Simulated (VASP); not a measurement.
# AlN (P6_3mc) in VASP: notebook

The runs below take AlN through single point, with PBE, r2SCAN.

Everything below comes from runs of VASP 6.6.1. Logs are shortened: lines on timing, memory, paths and dates and some standing lists are left out, and cuts for length are marked.

## 1. The cell of the first run

Symmetry: P6_3mc, No. 186, hexagonal system. Conventional cell: a = 3.242 Å, b = 3.242 Å, c = 4.840 Å, α = 90.00°, β = 90.00°, γ = 120.00°. Around Al (site symmetry 3m) lie 4 N at 1.91 to 1.94 Å. N (site symmetry 3m) is surrounded by 4 Al at 1.91 to 1.94 Å.

The cell was built by a generator and needn't be a form met in nature.

## 2. Single point, PBE (epitaxial_xy strain +4.4%)

Contents of INCAR:

```
SYSTEM = AlN
  ALGO = Normal
  EDIFF = 1E-7
  ENCUT = 520
  GGA = PE
  ISIF = 2
  ISMEAR = -1
  LASPH = .True.
  LCHARG = .False.
  LREAL = .False.
  LWAVE = .False.
  NBANDS = 16
  NELM = 60
  PREC = Accurate
  SIGMA = 0.02
```

Contents of KPOINTS:

```
k-points
0
Gamma
  12 12 6
  0 0 0
```

Contents of POSCAR:

```
AlN
1.0
    3.2424562796      0.0000000000      0.0000000000
   -1.6212281398      2.8080495088      0.0000000000
    0.0000000000      0.0000000000      4.8401251923
Al N
2 2
Direct
    0.3333333333      0.6666666667     -0.0095925105
    0.6666666667      0.3333333333      0.4904074895
    0.3333333333      0.6666666667      0.3845925105
    0.6666666667      0.3333333333      0.8845925105
```

Potentials or basis: VASP PAW PBE potentials, release 64 (Al, N).

Command:

```sh
> cat potpaw_PBE.64/Al/POTCAR potpaw_PBE.64/N/POTCAR > POTCAR
> mpirun -np 1 vasp_std > vasp.out
```

OUTCAR:

```text
SYSTEM = AlN
   EDIFF = 1E-7
   ENCUT = 520
   GGA = PE
   ISIF = 2
   ISMEAR = -1
   LASPH = .True.
   LREAL = .False.
   NELM = 60
   PREC = Accurate

 ion  position               nearest neighbor table
   1  0.333  0.667  0.990-   3 1.91   4 1.94   4 1.94   4 1.94   2 3.06   2 3.06   2 3.06   2 3.06
                             2 3.06   2 3.06
   2  0.667  0.333  0.490-   4 1.91   3 1.94   3 1.94   3 1.94   1 3.06   1 3.06   1 3.06   1 3.06
                             1 3.06   1 3.06
   3  0.333  0.667  0.385-   1 1.91   2 1.94   2 1.94   2 1.94
   4  0.667  0.333  0.885-   2 1.91   1 1.94   1 1.94   1 1.94

  LATTYP: Found a hexagonal cell.
 ALAT       =     3.2424562796
 C/A-ratio  =     1.4927341419

  Lattice vectors:

 A1 = (   3.2424562796,   0.0000000000,   0.0000000000)
 A2 = (  -1.6212281398,   2.8080495088,   0.0000000000)
 A3 = (   0.0000000000,   0.0000000000,   4.8401251923)

Analysis of symmetry for initial positions (statically):
=====================================================================
 Subroutine PRICEL returns:
 Original cell was already a primitive cell.

 Routine SETGRP: Setting up the symmetry group for a
 hexagonal supercell.

 Subroutine GETGRP returns: Found 12 space group operations
 (whereof  6 operations were pure point group operations)
 out of a pool of 24 trial point group operations.

The static configuration has the point symmetry C_3v.
 The point group associated with its full space group is C_6v.

Analysis of symmetry for dynamics (positions and initial velocities):
=====================================================================
 Subroutine PRICEL returns:
 Original cell was already a primitive cell.

 Routine SETGRP: Setting up the symmetry group for a
 hexagonal supercell.

 Subroutine GETGRP returns: Found 12 space group operations
 (whereof  6 operations were pure point group operations)
 out of a pool of 24 trial point group operations.

The dynamic configuration has the point symmetry C_3v.
 The point group associated with its full space group is C_6v.

 Subroutine INISYM returns: Found 12 space group operations
 (whereof  6 operations are pure point group operations),
 and found     1 'primitive' translations

----------------------------------------------------------------------------------------

                                     Primitive cell

  volume of cell :      44.0692

  direct lattice vectors                    reciprocal lattice vectors
[... 89 lines left out ...]
   ENCUT  =  520.0 eV  38.22 Ry    6.18 a.u.   6.03  6.03  9.00*2*pi/ulx,y,z
   NELM   =     60;   NELMIN=  2; NELMDL= -5     # of ELM steps
   EDIFF  = 0.1E-06   stopping-criterion for ELM
   LREAL  =      F    real-space projection
   EDIFFG = 0.1E-05   stopping-criterion for IOM
   NSW    =      0    number of steps for IOM
   IBRION =     -1    ionic relax: 0-MD 1-quasi-New 2-CG
   NFREE  =      0    steps in history (QN), initial steepest desc. (CG)
   ISIF   =      2    stress and relaxation
   ISYM   =      2    0-nonsym 1-usesym 2-fastsym
   POTIM  = 0.5000    time-step for ionic-motion
   TEBEG  =    0.0;   TEEND  =   0.0 temperature during run
   PSTRESS=    0.0 pullay stress
   NELECT =      16.0000    total number of electrons
   NUPDOWN=      -1.0000    fix difference up-down
   EMIN   =  10.00;   EMAX   =-10.00  energy-range for DOS
   EFERMI =   0.00;   METHOD = LEGACY
   ISMEAR =    -1;   SIGMA  =   0.02  broadening in eV -4-tet -1-fermi 0-gaus
   EFERMI_NEDOS =   21; number of points for ismear=-14 and -15
   IALGO  =     38    algorithm
   IMIX   =      4    mixing-type and parameters
     AMIX     =   0.40;   BMIX     =  1.00
     AMIX_MAG =   1.60;   BMIX_MAG =  1.00
  volume/ion in A,a.u.               =      11.02        74.35
  Fermi-wavevector in a.u.,A,eV,Ry     =   1.167893  2.206997 18.557989  1.363974
  Thomas-Fermi vector in A             =   2.304387
   LORBIT       =      0    0 simple, 1 ext, 2 COOP (PROOUT), +10 PAW based schemes
   GGA     = PE    functional components
[... 5 lines left out ...]
 non-spin polarized calculation
  energy-cutoff  :      520.00
  volume of cell :       44.07
 maximum number of plane-waves:      1206
   NGX = 13   NGY = 13   NGZ = 17

 number of electron      16.0000003 magnetization

 Free energy of the ion-electron system (eV)
  ---------------------------------------------------
  ext. energy  EPLUGINS =         0.00000000
  ---------------------------------------------------
  free energy    TOTEN  =       -29.63111217 eV

  energy without entropy =      -29.63111217  energy(sigma->0) =      -29.63111217

 E-fermi :   6.3700     XC(G=0): -10.6794

 val. band max:        6.0174246387   @ k =   0.0000   0.0000   0.0000
 cond. band min:       9.3973407574   @ k =   0.0000   0.0000   0.0000
 fundamental gap:      3.3799161186
 Fermi energy:         6.3699887293

 k-point     1 :       0.0000    0.0000    0.0000
  band No.  band energies     occupation
      1      -9.2213      2.00000
      2      -6.9480      2.00000
      3       0.1410      2.00000
      4       4.4998      2.00000
      5       4.4998      2.00000
      6       5.3493      2.00000
[... 433 lines left out ...]
      3       0.8629      2.00000
      4       1.9308      2.00000
      5       2.5734      2.00000
      6       3.6554      2.00000
[... 8 lines left out ...]
     15      17.7309      0.00000
     16      18.9630      0.00000

 [... further k-points ...]

------------------------ aborting loop because EDIFF is reached ----------------------------------------

  FORCE on cell =-STRESS in cart. coord.  units (eV):
  Direction    XX          YY          ZZ          XY          YZ          ZX
  --------------------------------------------------------------------------------------
  -------------------------------------------------------------------------------------
  Total       -3.5631762     -3.5631762      1.0538080      0.0000000     -0.0000000     -0.0000000
  in kB     -129.5425352   -129.5425352     38.3121549      0.0000000     -0.0000000     -0.0000000
  external PRESSURE =     -73.5909718 kB  Pullay stress =       0.0000000 kB

 VOLUME and BASIS-vectors are now :
 -----------------------------------------------------------------------------
  energy-cutoff  :      520.00
  volume of cell :       44.07
      direct lattice vectors                 reciprocal lattice vectors
     3.242456280  0.000000000  0.000000000     0.308408168  0.178059539  0.000000000
    -1.621228140  2.808049509  0.000000000     0.000000000  0.356119077  0.000000000
     0.000000000  0.000000000  4.840125192     0.000000000  0.000000000  0.206606226

 POSITION                                       TOTAL-FORCE (eV/Angst)
 -----------------------------------------------------------------------------------
     -0.00000      1.87203      4.79370        -0.000000     -0.000000     -0.057194
      1.62123      0.93602      2.37363         0.000000      0.000000     -0.057194
     -0.00000      1.87203      1.86148         0.000000     -0.000000      0.057194
      1.62123      0.93602      4.28154         0.000000     -0.000000      0.057194
 -----------------------------------------------------------------------------------
    total drift:                               -0.000000      0.000000     -0.000513

  FREE ENERGIE OF THE ION-ELECTRON SYSTEM (eV)
  ---------------------------------------------------
  free  energy   TOTEN  =       -29.6311121715 eV

  energy  without entropy=      -29.6311121714  energy(sigma->0) =      -29.63111217
```

OSZICAR:

```text
N       E                     dE             d eps       ncg     rms          rms(c)
DAV:   1     0.431982252111E+02    0.43198E+02   -0.73388E+03  2440   0.893E+02
DAV:   2    -0.304011638361E+02   -0.73599E+02   -0.67359E+02  3456   0.185E+02
DAV:   3    -0.341552781543E+02   -0.37541E+01   -0.37416E+01  2936   0.433E+01
DAV:   4    -0.341797076767E+02   -0.24430E-01   -0.24428E-01  3048   0.397E+00
DAV:   5    -0.341800331918E+02   -0.32552E-03   -0.32551E-03  3008   0.461E-01    0.118E+01
DAV:   6    -0.296183424240E+02    0.45617E+01   -0.10495E+01  2992   0.233E+01    0.401E+00
DAV:   7    -0.296445035736E+02   -0.26161E-01   -0.62294E-01  2536   0.560E+00    0.286E+00
DAV:   8    -0.296367566046E+02    0.77470E-02   -0.72525E-02  2656   0.247E+00    0.728E-01
DAV:   9    -0.296305299188E+02    0.62267E-02   -0.13649E-02  3152   0.891E-01    0.270E-01
DAV:  10    -0.296312168952E+02   -0.68698E-03   -0.28303E-03  2608   0.338E-01    0.152E-01
DAV:  11    -0.296311066628E+02    0.11023E-03   -0.24979E-04  2784   0.124E-01    0.337E-02
DAV:  12    -0.296311122207E+02   -0.55579E-05   -0.15267E-05  2824   0.310E-02    0.108E-02
DAV:  13    -0.296311120824E+02    0.13838E-06   -0.55679E-06  2680   0.183E-02    0.229E-03
DAV:  14    -0.296311121715E+02   -0.89111E-07   -0.35424E-07  2888   0.489E-03
   1 F= -.29631112E+02 E0= -.29631112E+02  d E =-.275343E-10
```

Wall time 23 s (1 thread of Intel Xeon Platinum 8488C (Sapphire Rapids), shared host); peak memory 0.17 GiB.

What came out:

```yaml
Free_energy: -29.6311 eV
Pressure: -7.4 GPa
Largest_force: 0.057 eV/Å
Band_gap_on_the_k_mesh: 3.38 eV, direct
```

Forces on the atoms (eV/Å):
```
Al   0.000  0.000 -0.057
Al   0.000  0.000 -0.057
N    0.000  0.000  0.057
N    0.000  0.000  0.057
```

Stress tensor (GPa, compression positive):
```
-12.95   0.00   0.00
  0.00 -12.95   0.00
  0.00   0.00   3.83
```

(Part 1 of 2 ends here.)
